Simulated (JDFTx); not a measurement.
# Pt (Fm-3m) in JDFTx: further runs, part 2 of 2

JDFTx 1.7.0 (patched build). The steps go on from the part before.

### 3 Relaxation of cell and atoms, PBE

Pt.in reads:

```
lattice \
    0.0000000000     3.7055639578     3.7055639578 \
    3.7055639578     0.0000000000     3.7055639578 \
    3.7055639578     3.7055639578     0.0000000000
coords-type Cartesian
ion Pt     0.0000000000     0.0000000000     0.0000000000 1

ion-species pseudo/Pt.upf
elec-cutoff 42
elec-ex-corr gga-PBE
kpoint-folding 10 10 10
elec-smearing Fermi 0.0018374661
elec-n-bands 15
electronic-SCF nIterations 100 energyDiffThreshold 1e-09
electronic-minimize nIterations 30 energyDiffThreshold 1e-7
forces-output-coords Cartesian
lattice-minimize nIterations 40 energyDiffThreshold 1e-6

dump-name run.$VAR
dump End Ecomponents EigStats BandEigs Kpoints Forces Stress
```

Potentials or basis: PseudoDojo-SR-PBE-0.5-stringent with smoothed tails.

Launch:

```console
> jdftx -c 1 -i Pt.in -o Pt.out
```

The program printed:

```text
*************** JDFTx 1.7.0 (patched build) ***************

Input parsed successfully to the following command list (including defaults):
[... the input with its defaults ...]

---------- Setting up symmetries ----------

Found 48 point-group symmetries of the bravais lattice
Found 48 space-group symmetries with basis
Applied RMS atom displacement 0 bohrs to make symmetries exact.

---------- Initializing the Grid ----------
R =
[            0      3.70556      3.70556  ]
[      3.70556            0      3.70556  ]
[      3.70556      3.70556            0  ]
unit cell volume = 101.764
G =
[  -0.847804   0.847804   0.847804  ]
[   0.847804  -0.847804   0.847804  ]
[   0.847804   0.847804  -0.847804  ]
Minimum fftbox size, Smin = [  32  32  32  ]
Chosen fftbox size, S = [  32  32  32  ]

---------- Exchange Correlation functional ----------
Initalized PBE GGA exchange.
Initalized PBE GGA correlation.

---------- Setting up pseudopotentials ----------
Width of ionic core gaussian charges (only for fluid interactions / plotting) set to 0
[... 121 lines left out ...]
	FillingsUpdate:  mu: +0.861933091  nElectrons: 18.000000
SCF: Cycle:  1   F: -121.171062711219307   dF: -5.618e-07   |Residual|: 1.126e-04   |deigs|: 1.742e-04
	FillingsUpdate:  mu: +0.861956414  nElectrons: 18.000000
SCF: Cycle:  2   F: -121.171062729696700   dF: -1.848e-08   |Residual|: 2.550e-05   |deigs|: 2.717e-05
	FillingsUpdate:  mu: +0.861950262  nElectrons: 18.000000
SCF: Cycle:  3   F: -121.171062731210057   dF: -1.513e-09   |Residual|: 5.349e-06   |deigs|: 8.987e-06
	FillingsUpdate:  mu: +0.861950072  nElectrons: 18.000000
SCF: Cycle:  4   F: -121.171062731440870   dF: -2.308e-10   |Residual|: 1.740e-06   |deigs|: 5.733e-06
[... 294 lines left out ...]
# Energy components:
   Eewald =      -99.0661763179010393
       EH =       19.5793534226769133
     Eloc =      -72.6107373158148164
      Enl =        7.9879201452521951
      Exc =      -23.7715501345535714
 Exc_core =        9.4207029156637088
       KE =       37.2894805106345117
-------------------------------------
     Etot =     -121.1710067740420982
       TS =        0.0004811969520148
-------------------------------------
        F =     -121.1714879709941073

LatticeMinimize: Iter:   5  F: -121.171487970994107  |grad|_K:  5.815e-06  alpha:  2.045e+00  linmin: -1.000e+00
LatticeMinimize: Converged (|Delta F|<1.000000e-06 for 2 iters).

#--- Lowdin population analysis ---
# oxidation-state Pt +0.146

Dumping 'run.eigStats' ...
	eMin: -2.793208 at state 0 ( [ +0.000000 +0.000000 +0.000000 ] spin 0 )
	HOMO: +0.827397 at state 30 ( [ +0.000000 +0.500000 +0.500000 ] spin 0 )
	mu  : +0.827876
	LUMO: +0.828618 at state 5 ( [ +0.000000 +0.000000 +0.500000 ] spin 0 )
	eMax: +1.842236 at state 5 ( [ +0.000000 +0.000000 +0.500000 ] spin 0 )
	HOMO-LUMO gap: +0.001220
	Optical gap  : +0.010845 at state 23 ( [ +0.000000 +0.300000 +0.400000 ] spin 0 )
Done!
```

It took 88 s on 1 thread of Arm Neoverse V1, shared host; peak memory 0.08 GiB.

What came out:

```
Free energy                            : -3297.2442 eV
Relaxed volume                         : 15.61 Å³/atom
Relaxed cell                           : a = 2.805 Å, b = 2.805 Å, c = 2.805 Å, α = 60.00°, β = 60.00°, γ = 60.00°
Space group after relaxing (to 0.05 Å) : Fm-3m (No. 225)
Energy gained by relaxing              : 15.4 meV/atom
Ionic steps                            : 6
Pressure after relaxing                : 0.0 GPa
Band gap on the k mesh                 : none (metal or under the smearing width)
```

The path:
```csv
step,energy change (eV),largest force (eV/Å),pressure (GPa),volume (Å³)
1,0.0000,0.0000,9.60,15.08
2,-0.0038,0.0000,8.23,15.15
3,-0.0153,0.0000,0.78,15.57
4,-0.0154,0.0000,0.10,15.61
5,-0.0154,0.0000,0.01,15.61
6,-0.0154,0.0000,0.00,15.61
```

Final structure:
```
Pt
1.0
     0.00000    1.98375    1.98375
     1.98375    0.00000    1.98375
     1.98375    1.98375    0.00000
Pt
1
Cartesian
  0.0000 0.0000 0.0000
```

Spin-orbit coupling is left out, which matters for the levels of Pt. Zero-point motion and thermal expansion aren't in these numbers.

### 4 Relaxation of cell and atoms, PBE

Pt.in: that of step 3 with these lines changed.

```diff
@@ -8,3 +8,3 @@
 ion-species pseudo/Pt.upf
-elec-cutoff 42
+elec-cutoff 40
 elec-ex-corr gga-PBE
```

Potentials or basis: SG15-PBE-1.2 with smoothed tails.

Launch:

```console
> jdftx -c 1 -i Pt.in -o Pt.out
```

Run time: 2 min. Hardware: 1 thread of Arm Neoverse V1, shared host; peak memory 0.08 GiB.

Results (log left out):

```yaml
Free_energy: -3300.9937 eV
Relaxed_volume: 15.70 Å³/atom
Relaxed_cell: a = 2.811 Å, b = 2.811 Å, c = 2.811 Å, α = 60.00°, β = 60.00°, γ = 60.00°
Space_group_after_relaxing_to_0.05_Å: Fm-3m (No. 225)
Energy_gained_by_relaxing: 20.7 meV/atom
Ionic_steps: 6
Pressure_after_relaxing: 0.0 GPa
Band_gap_on_the_k_mesh: none (metal or under the smearing width)
```

The path:
| step | energy change (eV) | largest force (eV/Å) | pressure (GPa) | volume (Å³) |
| --- | --- | --- | --- | --- |
| 1 | 0.0000 | 0.0000 | 11.12 | 15.08 |
| 2 | -0.0052 | 0.0000 | 9.54 | 15.16 |
| 3 | -0.0206 | 0.0000 | 0.93 | 15.64 |
| 4 | -0.0207 | 0.0000 | 0.13 | 15.70 |
| 5 | -0.0207 | 0.0000 | 0.01 | 15.70 |
| 6 | -0.0207 | 0.0000 | 0.00 | 15.70 |

Final structure:
```
Pt
1.0
     0.00000    1.98758    1.98758
     1.98758    0.00000    1.98758
     1.98758    1.98758    0.00000
Pt
1
Direct
  0.00000 0.00000 0.00000
```

Levels at points of the mesh, in eV from the Fermi level:
```tsv
k point	band 7	band 8	band 9	band 10	band 11	band 12
(0.00, 0.00, 0.00)	-3.57	-3.57	-1.55	-1.55	14.69	19.41
(0.00, 0.00, 0.50)	-3.63	-0.36	0.02	0.02	5.51	14.25
(0.00, 0.50, 0.50)	-0.02	0.44	0.44	1.81	8.41	11.23
```

Spin-orbit coupling is left out, which matters for the levels of Pt. Zero-point motion and thermal expansion aren't in these numbers.

### 5 Relaxation of cell and atoms, PBE

Pt.in is that of step 4.

Potentials or basis: SPMS-PBE-1.0 with smoothed tails.

Launch:

```console
> jdftx -c 1 -i Pt.in -o Pt.out
```

Wall time 92 s (1 thread of Arm Neoverse V1, shared host); peak memory 0.08 GiB.

It converged, with:

```yaml
Free_energy: -3296.2174 eV
Relaxed_volume: 15.63 Å³/atom
Relaxed_cell: a = 2.806 Å, b = 2.806 Å, c = 2.806 Å, α = 60.00°, β = 60.00°, γ = 60.00°
Space_group_after_relaxing_to_0.05_Å: Fm-3m (No. 225)
Energy_gained_by_relaxing: 16.1 meV/atom
Ionic_steps: 6
Pressure_after_relaxing: 0.0 GPa
Band_gap_on_the_k_mesh: none (metal or under the smearing width)
```

The path:
| step | energy change (eV) | largest force (eV/Å) | pressure (GPa) | volume (Å³) |
| --- | --- | --- | --- | --- |
| 1 | 0.0000 | 0.0000 | 9.81 | 15.08 |
| 2 | -0.0040 | 0.0000 | 8.42 | 15.15 |
| 3 | -0.0160 | 0.0000 | 0.82 | 15.58 |
| 4 | -0.0161 | 0.0000 | 0.10 | 15.62 |
| 5 | -0.0161 | 0.0000 | 0.00 | 15.63 |
| 6 | -0.0161 | 0.0000 | 0.00 | 15.63 |

Final structure:
```xyz
1
Lattice="0.0000 1.9843 1.9843 1.9843 0.0000 1.9843 1.9843 1.9843 0.0000" Properties=species:S:1:pos:R:3 pbc="T T T"
Pt    0.0000    0.0000    0.0000
```

Levels at points of the mesh, in eV from the Fermi level:
| k point | band 7 | band 8 | band 9 | band 10 | band 11 | band 12 |
| --- | --- | --- | --- | --- | --- | --- |
| (0.00, 0.00, 0.00) | -3.60 | -3.60 | -1.56 | -1.56 | 14.67 | 19.42 |
| (0.00, 0.00, 0.50) | -3.66 | -0.38 | 0.02 | 0.02 | 5.54 | 14.23 |
| (0.00, 0.50, 0.50) | -0.01 | 0.45 | 0.45 | 1.80 | 8.44 | 11.24 |

### 6 Relaxation of cell and atoms, PBE

Pt.in: that of step 5 with these lines changed.

```diff
@@ -8,3 +8,3 @@
 ion-species pseudo/Pt.upf
-elec-cutoff 40
+elec-cutoff 42
 elec-ex-corr gga-PBE
@@ -19,2 +19,2 @@
 dump-name run.$VAR
-dump End Ecomponents EigStats BandEigs Kpoints Forces Stress
+dump End Ecomponents EigStats BandEigs Kpoints Forces Stress ElecDensity Dtot KEdensity
```

Potentials or basis: Ansatz-NC-SR-PBE with smoothed tails.

Launch:

```console
> jdftx -c 1 -i Pt.in -o Pt.out
```

The program printed:

```text
[... set-up lines left out ...]
LCAOMinimize: Iter:   0  F: -120.9551780118724906  |grad|_K:  5.349e-03  alpha:  1.000e+00
	FillingsUpdate:  mu: +0.868453242  nElectrons: 18.000000
LCAOMinimize: Iter:   1  F: -121.0404513252596104  |grad|_K:  3.649e-05  alpha:  5.361e-01  linmin: -1.489e-01  cgtest:  5.106e-01
LCAOMinimize: Encountered beta<0, resetting CG.
	FillingsUpdate:  mu: +0.868993069  nElectrons: 18.000000
LCAOMinimize: Iter:   2  F: -121.0404562362138421  |grad|_K:  1.242e-05  alpha:  6.970e-01  linmin: -1.753e-03  cgtest:  1.999e-03
	FillingsUpdate:  mu: +0.868839993  nElectrons: 18.000000
LCAOMinimize: Iter:   3  F: -121.0404568082239365  |grad|_K:  3.355e-07  alpha:  6.996e-01  linmin:  8.194e-03  cgtest: -9.919e-02
	FillingsUpdate:  mu: +0.868840916  nElectrons: 18.000000
LCAOMinimize: Iter:   4  F: -121.0404568087923565  |grad|_K:  3.265e-08  alpha:  9.652e-01  linmin:  9.509e-03  cgtest:  2.110e-02
LCAOMinimize: Converged (|Delta F|<1.000000e-06 for 2 iters).

--------- Lattice Minimization ---------

-------- Electronic minimization -----------
Will mix electronic density at each iteration.
	FillingsUpdate:  mu: +0.868840916  nElectrons: 18.000000
	FillingsUpdate:  mu: +0.867201994  nElectrons: 18.000000
SCF: Cycle:  0   F: -121.055938751184826   dF: -1.548e-02   |Residual|: 1.882e-02   |deigs|: 1.074e+00
	FillingsUpdate:  mu: +0.868741478  nElectrons: 18.000000
SCF: Cycle:  1   F: -121.056090420434401   dF: -1.517e-04   |Residual|: 9.037e-03   |deigs|: 6.272e-03
	FillingsUpdate:  mu: +0.868959513  nElectrons: 18.000000
SCF: Cycle:  2   F: -121.056096899578094   dF: -6.479e-06   |Residual|: 1.879e-03   |deigs|: 6.750e-04
	FillingsUpdate:  mu: +0.868605348  nElectrons: 18.000000
SCF: Cycle:  3   F: -121.056098334989954   dF: -1.435e-06   |Residual|: 4.854e-04   |deigs|: 3.902e-04
	FillingsUpdate:  mu: +0.868721634  nElectrons: 18.000000
SCF: Cycle:  4   F: -121.056098453782283   dF: -1.188e-07   |Residual|: 2.829e-04   |deigs|: 1.516e-04
	FillingsUpdate:  mu: +0.868675172  nElectrons: 18.000000
SCF: Cycle:  5   F: -121.056098523306403   dF: -6.952e-08   |Residual|: 2.160e-05   |deigs|: 9.825e-05
	FillingsUpdate:  mu: +0.868675653  nElectrons: 18.000000
SCF: Cycle:  6   F: -121.056098529118756   dF: -5.812e-09   |Residual|: 1.184e-05   |deigs|: 4.694e-05
	FillingsUpdate:  mu: +0.868676564  nElectrons: 18.000000
SCF: Cycle:  7   F: -121.056098530671207   dF: -1.552e-09   |Residual|: 8.225e-06   |deigs|: 3.068e-05
	FillingsUpdate:  mu: +0.868676380  nElectrons: 18.000000
SCF: Cycle:  8   F: -121.056098531260815   dF: -5.896e-10   |Residual|: 6.302e-06   |deigs|: 1.014e-04
	FillingsUpdate:  mu: +0.868676267  nElectrons: 18.000000
SCF: Cycle:  9   F: -121.056098531319634   dF: -5.882e-11   |Residual|: 1.189e-05   |deigs|: 5.321e-05
SCF: Converged (|Delta E|<1.000000e-09 for 2 iters).

Setting wave functions to eigenvectors of Hamiltonian
# Lattice vectors:
R =
[            0      3.70556      3.70556  ]
[      3.70556            0      3.70556  ]
[      3.70556      3.70556            0  ]
unit cell volume = 101.764

# Strain tensor in Cartesian coordinates:
[            0            0            0  ]
[            0            0            0  ]
[            0            0            0  ]

# Stress tensor in Cartesian coordinates [Eh/a0^3]:
[ -0.000352445            0            0  ]
[            0 -0.000352445            0  ]
[            0            0 -0.000352445  ]

# Ionic positions in cartesian coordinates:
ion Pt   0.000000000000000   0.000000000000000   0.000000000000000 1

# Forces in Cartesian coordinates:
force Pt   0.000000000000000  -0.000000000000000   0.000000000000000 1

# Energy components:
   Eewald =     -100.2205959018734234
       EH =       18.9705574720595926
     Eloc =      -70.7904117418038226
      Enl =        8.0779904840266994
      Exc =      -23.7768534065276178
 Exc_core =        9.4207032204586589
       KE =       37.2629474204116775
-------------------------------------
     Etot =     -121.0556624532482033
       TS =        0.0004360780714363
-------------------------------------
        F =     -121.0560985313196340

LatticeMinimize: Iter:   0  F: -121.056098531319634  |grad|_K:  1.331e-02

#--- Lowdin population analysis ---
# oxidation-state Pt +0.148

-------- Electronic minimization -----------
Will mix electronic density at each iteration.
	FillingsUpdate:  mu: +0.868676267  nElectrons: 18.000000
	FillingsUpdate:  mu: +0.862794261  nElectrons: 18.000000
SCF: Cycle:  0   F: -121.056262393157539   dF: -4.249e-06   |Residual|: 7.668e-04   |deigs|: 4.979e-05
	FillingsUpdate:  mu: +0.862981919  nElectrons: 18.000000
SCF: Cycle:  1   F: -121.056263041970681   dF: -6.488e-07   |Residual|: 1.192e-04   |deigs|: 1.880e-04
	FillingsUpdate:  mu: +0.863006366  nElectrons: 18.000000
SCF: Cycle:  2   F: -121.056263062243460   dF: -2.027e-08   |Residual|: 2.654e-05   |deigs|: 2.821e-05
	FillingsUpdate:  mu: +0.863000215  nElectrons: 18.000000
SCF: Cycle:  3   F: -121.056263063839751   dF: -1.596e-09   |Residual|: 5.603e-06   |deigs|: 8.819e-06
	FillingsUpdate:  mu: +0.862999859  nElectrons: 18.000000
SCF: Cycle:  4   F: -121.056263064078109   dF: -2.384e-10   |Residual|: 1.848e-06   |deigs|: 5.541e-06
	FillingsUpdate:  mu: +0.863000350  nElectrons: 18.000000
SCF: Cycle:  5   F: -121.056263064130832   dF: -5.272e-11   |Residual|: 1.325e-06   |deigs|: 5.122e-06
SCF: Converged (|Delta E|<1.000000e-09 for 2 iters).

Setting wave functions to eigenvectors of Hamiltonian
# Lattice vectors:
R =
[            0      3.71166      3.71166  ]
[      3.71166            0      3.71166  ]
[      3.71166      3.71166            0  ]
unit cell volume = 102.267

# Strain tensor in Cartesian coordinates:
[   0.00164547            0            0  ]
[            0   0.00164547            0  ]
[            0            0   0.00164547  ]

# Stress tensor in Cartesian coordinates [Eh/a0^3]:
[ -0.000302047            0            0  ]
[            0 -0.000302047            0  ]
[            0            0 -0.000302047  ]

# Ionic positions in cartesian coordinates:
ion Pt   0.000000000000000   0.000000000000000   0.000000000000000 1

# Forces in Cartesian coordinates:
force Pt  -0.000000000000000  -0.000000000000000   0.000000000000000 1

# Energy components:
   Eewald =     -100.0559569623719511
       EH =       19.0481938444162715
     Eloc =      -71.0282423680548476
      Enl =        8.0770850451518932
      Exc =      -23.7740169313911629
 Exc_core =        9.4207033306839634
       KE =       37.2564130117753081
-------------------------------------
     Etot =     -121.0558210297905219
       TS =        0.0004420343403118
-------------------------------------
[... 163 lines left out ...]
# Forces in Cartesian coordinates:
force Pt   0.000000000000000  -0.000000000000000  -0.000000000000000 1

# Energy components:
   Eewald =      -98.9764372982463527
       EH =       19.5637225707767790
     Eloc =      -72.5959702036857806
      Enl =        8.0712820157946830
      Exc =      -23.7560302976738775
 Exc_core =        9.4207028178344654
       KE =       37.2164555665024466
-------------------------------------
     Etot =     -121.0562748286976387
       TS =        0.0004829259042184
-------------------------------------
        F =     -121.0567577546018612

LatticeMinimize: Iter:   4  F: -121.056757754601861  |grad|_K:  9.011e-06  alpha:  1.000e+00  linmin: -1.000e+00

#--- Lowdin population analysis ---
# oxidation-state Pt +0.145

-------- Electronic minimization -----------
Will mix electronic density at each iteration.
	FillingsUpdate:  mu: +0.826281498  nElectrons: 18.000000
	FillingsUpdate:  mu: +0.826259632  nElectrons: 18.000000
SCF: Cycle:  0   F: -121.056757755467345   dF: -2.009e-11   |Residual|: 1.830e-06   |deigs|: 7.836e-07
	FillingsUpdate:  mu: +0.826259157  nElectrons: 18.000000
SCF: Cycle:  1   F: -121.056757755537916   dF: -7.057e-11   |Residual|: 4.226e-07   |deigs|: 1.148e-06
SCF: Converged (|Delta E|<1.000000e-09 for 2 iters).

Setting wave functions to eigenvectors of Hamiltonian
LatticeMinimize: 	Wolfe criterion not satisfied: alpha: 1  (E-E0)/|gdotd0|: -1.81374  gdotd/gdotd0: 1.45479 (taking cubic step)

-------- Electronic minimization -----------
Will mix electronic density at each iteration.
	FillingsUpdate:  mu: +0.826259157  nElectrons: 18.000000
	FillingsUpdate:  mu: +0.826250594  nElectrons: 18.000000
SCF: Cycle:  0   F: -121.056757755747554   dF: -3.027e-12   |Residual|: 8.462e-07   |deigs|: 4.493e-07
	FillingsUpdate:  mu: +0.826250810  nElectrons: 18.000000
SCF: Cycle:  1   F: -121.056757755755939   dF: -8.384e-12   |Residual|: 8.409e-07   |deigs|: 7.984e-07
SCF: Converged (|Delta E|<1.000000e-09 for 2 iters).

Setting wave functions to eigenvectors of Hamiltonian
# Lattice vectors:
R =
[            0      3.75218      3.75218  ]
[      3.75218            0      3.75218  ]
[      3.75218      3.75218            0  ]
unit cell volume = 105.653

# Strain tensor in Cartesian coordinates:
[    0.0125799            0            0  ]
[            0    0.0125799            0  ]
[            0            0    0.0125799  ]

# Stress tensor in Cartesian coordinates [Eh/a0^3]:
[  -2.0668e-07            0            0  ]
[            0  -2.0668e-07            0  ]
[            0            0  -2.0668e-07  ]

# Ionic positions in cartesian coordinates:
ion Pt   0.000000000000000   0.000000000000000   0.000000000000000 1

# Forces in Cartesian coordinates:
force Pt   0.000000000000000   0.000000000000000  -0.000000000000000 1

# Energy components:
   Eewald =      -98.9754970930940488
       EH =       19.5641522765266629
     Eloc =      -72.5972959199907564
      Enl =        8.0712733065858746
      Exc =      -23.7560105697188462
 Exc_core =        9.4207028167847646
       KE =       37.2164003886129890
-------------------------------------
     Etot =     -121.0562747942933584
       TS =        0.0004829614625803
-------------------------------------
        F =     -121.0567577557559389

LatticeMinimize: Iter:   5  F: -121.056757755755939  |grad|_K:  8.101e-06  alpha:  1.341e+00  linmin: -1.000e+00
LatticeMinimize: Converged (|Delta F|<1.000000e-06 for 2 iters).

#--- Lowdin population analysis ---
# oxidation-state Pt +0.145

Dumping 'run.eigStats' ...
	eMin: -2.789769 at state 0 ( [ +0.000000 +0.000000 +0.000000 ] spin 0 )
	HOMO: +0.825750 at state 30 ( [ +0.000000 +0.500000 +0.500000 ] spin 0 )
	mu  : +0.826251
	LUMO: +0.826970 at state 5 ( [ +0.000000 +0.000000 +0.500000 ] spin 0 )
	eMax: +1.839085 at state 5 ( [ +0.000000 +0.000000 +0.500000 ] spin 0 )
	HOMO-LUMO gap: +0.001220
	Optical gap  : +0.010994 at state 23 ( [ +0.000000 +0.300000 +0.400000 ] spin 0 )
Done!
```

Wall time 77 s (1 thread of Arm Neoverse V1, shared host); peak memory 0.08 GiB.

What came out:

```
Free energy                            : -3294.1222 eV
Relaxed volume                         : 15.66 Å³/atom
Relaxed cell                           : a = 2.808 Å, b = 2.808 Å, c = 2.808 Å, α = 60.00°, β = 60.00°, γ = 60.00°
Space group after relaxing (to 0.05 Å) : Fm-3m (No. 225)
Energy gained by relaxing              : 17.9 meV/atom
Ionic steps                            : 6
Pressure after relaxing                : 0.0 GPa
Band gap on the k mesh                 : none (metal or under the smearing width)
```

Step by step:
| step | energy change (eV) | largest force (eV/Å) | pressure (GPa) | volume (Å³) |
| --- | --- | --- | --- | --- |
| 1 | 0.0000 | 0.0000 | 10.37 | 15.08 |
| 2 | -0.0045 | 0.0000 | 8.89 | 15.15 |
| 3 | -0.0178 | 0.0000 | 0.87 | 15.60 |
| 4 | -0.0179 | 0.0000 | 0.11 | 15.65 |
| 5 | -0.0179 | 0.0000 | 0.01 | 15.66 |
| 6 | -0.0179 | 0.0000 | 0.01 | 15.66 |

Final structure:
```
Pt
1.0
     0.00000    1.98557    1.98557
     1.98557    0.00000    1.98557
     1.98557    1.98557    0.00000
Pt
1
Direct
  0.00000 0.00000 0.00000
```

Spin-orbit coupling is left out, which matters for the levels of Pt. PBE usually gives volumes a little too large and moduli too small.

### 7 Overview

```tsv
potentials or basis	cutoff (eV)	gap on the mesh (eV)	pressure (GPa)	relaxed volume (Å³/atom)
PseudoDojo-SR-PBE-0.5-standard with smoothed tails	1143	none	0.0	15.61
PseudoDojo-SR-PBE-0.5-stringent with smoothed tails	1143	none	0.0	15.61
SG15-PBE-1.2 with smoothed tails	1088	none	0.0	15.70
SPMS-PBE-1.0 with smoothed tails	1088	none	0.0	15.63
Ansatz-NC-SR-PBE with smoothed tails	1143	none	0.0	15.66
```

Alike in all rows: task relaxation of cell and atoms; level PBE; no spin polarisation; cell relaxed; k mesh 10 × 10 × 10; smearing fermi-dirac 0.05 eV.

Absolute energies hang on the potentials; compare differences alone.
